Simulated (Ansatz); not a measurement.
## Ag at several levels of theory

One geometry, relaxed with PBE, and single points on it; plane waves with PAW potentials in Ansatz, scalar-relativistic unless the row names spin-orbit coupling. No spin polarisation. Meshes are on the primitive cell of 1 atom. Gaps are the least over mesh and band path; pressure is positive in compression. Smearing is Gaussian, 0.10 eV.

```cif
data_structure
_symmetry_space_group_name_H-M 'Fm-3m'
_symmetry_Int_Tables_number 225
_cell_length_a 4.1472
_cell_length_b 4.1472
_cell_length_c 4.1472
_cell_angle_alpha 90.000
_cell_angle_beta 90.000
_cell_angle_gamma 90.000
_cell_volume 71.33
loop_
_atom_site_label
_atom_site_type_symbol
_atom_site_symmetry_multiplicity
_atom_site_Wyckoff_symbol
_atom_site_fract_x
_atom_site_fract_y
_atom_site_fract_z
_atom_site_occupancy
Ag1 Ag 4 a 0.00000 0.00000 0.00000 1
```

| level | cutoff (eV) | k mesh | gap (eV) | pressure (GPa) | rough cost with bands (core-min) |
| --- | --- | --- | --- | --- | --- |
| PBE | 420 | 18×18×18 | 0 | 0.0 | 0.21 |

Task: What do r2SCAN, PBE with spin-orbit coupling, LDA give on the same cell?

Result:
```
                       level cutoff (eV) k mesh gap (eV) pressure (GPa) rough cost with bands (core-min)
                      r2SCAN          500  18×18×18         0            -3.0                               0.3
PBE with spin-orbit coupling          420  18×18×18         0            -0.1                               0.3
                         LDA          420  18×18×18         0           -11.0                               0.2
```